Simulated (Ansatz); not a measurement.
# Se: the cost of one run

Program: Ansatz 0.2.0. Level of theory: DFT PBE, scalar-relativistic, plane waves, PAW. These are calculated values, not measurements.

2 further runs of the same task are left out: 1 that didn't finish, 1 set aside as unsound or not needed.

## (1) The starting structure

Symmetry: I4_1/amd, No. 141, tetragonal system. Conventional cell: a = 4.520 Å, b = 4.520 Å, c = 10.901 Å, α = 90.00°, β = 90.00°, γ = 90.00°. Around Se (site symmetry 2mm) lie 3 Se at 2.30 to 2.32 Å. Se (site symmetry -4m2) is surrounded by 6 Se at 2.30 to 2.32 Å.

As a file:

```cif
data_structure
_symmetry_space_group_name_H-M 'I4_1/amd:1'
_symmetry_Int_Tables_number 141
_cell_length_a 4.5202
_cell_length_b 4.5202
_cell_length_c 10.9007
_cell_angle_alpha 90.000
_cell_angle_beta 90.000
_cell_angle_gamma 90.000
_cell_volume 222.73
loop_
_atom_site_label
_atom_site_type_symbol
_atom_site_symmetry_multiplicity
_atom_site_Wyckoff_symbol
_atom_site_fract_x
_atom_site_fract_y
_atom_site_fract_z
_atom_site_occupancy
Se1 Se 8 e 0.50000 0.50000 0.28721 1
Se2 Se 4 a 0.00000 0.00000 0.00000 1
```

Recipe of the guess: 3-, 6-connected net of one element (I4_1/amd, No. 141). Its size is a rough estimate.

## (2) Probe: one point on a coarse mesh

input.yaml reads:

```yaml
crystal:
  lattice:
    - [-2.26011489, 2.26011489, 5.45035325]
    - [2.26011489, -2.26011489, 5.45035325]
    - [2.26011489, 2.26011489, -5.45035325]
  atoms:
    - { symbol: Se, position: [0.78721123, 0.78721123, 0.0] }
    - { symbol: Se, position: [0.53721123, 0.03721123, 0.5] }
    - { symbol: Se, position: [0.96278877, 0.46278877, 0.5] }
    - { symbol: Se, position: [0.21278877, 0.21278877, 0.0] }
    - { symbol: Se, position: [0.0, 0.0, 0.0] }
    - { symbol: Se, position: [0.75, 0.25, 0.5] }
basis:
  ecutwfc: 420
kpoints:
  mp_grid: { grid: [6, 6, 6] }
hamiltonian:
  xc: pbe
scf:
  occupations: { method: gaussian, width: 0.1 }
  lower_state_search: "off"
output:
  forces: true
  stress: true
  eigenvalues: true
```

Started as:

```bash
$ ansatz run input.yaml --threads 1 --pin off --max-ram 2560MiB --backend cpu --events-out ev --progress --plain --runs-dir out
```

What time and memory should one allow on 1 thread of Arm Neoverse V1, shared host?

About 11 s, with a peak of 0.45 GiB.
